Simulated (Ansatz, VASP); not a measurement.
**TiO2 in VASP and in Ansatz**

```xyz
3
Lattice="0.0000 2.3657 2.3657 2.3657 0.0000 2.3657 2.3657 2.3657 0.0000" Properties=species:S:1:pos:R:3 pbc="T T T"
Ti    0.0000    0.0000    0.0000
O     1.1828    1.1828    1.1828
O     3.5485    3.5485    3.5485
```

Alike in both runs: task single point; functional PBE; k mesh 8 × 8 × 8; no spin polarisation.

|  | VASP | Ansatz |
| --- | --- | --- |
| version | VASP 6.6.1 | Ansatz 0.2.0 |
| potentials or method | VASP PAW PBE potentials, release 64 (Ti_sv, O) | plane waves, PAW |
| plane-wave cutoff (eV) | 520 | 420 |
| occupations | gaussian, width 0.01 eV | fixed |
| valence electrons in the cell | 24 | 24 |

|  | VASP | Ansatz | Ansatz less VASP |
| --- | --- | --- | --- |
| gap on the k mesh at the Fermi level (eV) | 1.16 | 1.18 | +0.020 |
| pressure (GPa) | 18.5 | 17.6 | -0.99 |

Caveats: so large a pressure means that the cell lies far from this level's equilibrium, or that cutoff or potentials fall short (VASP). A k mesh can miss the band edges.
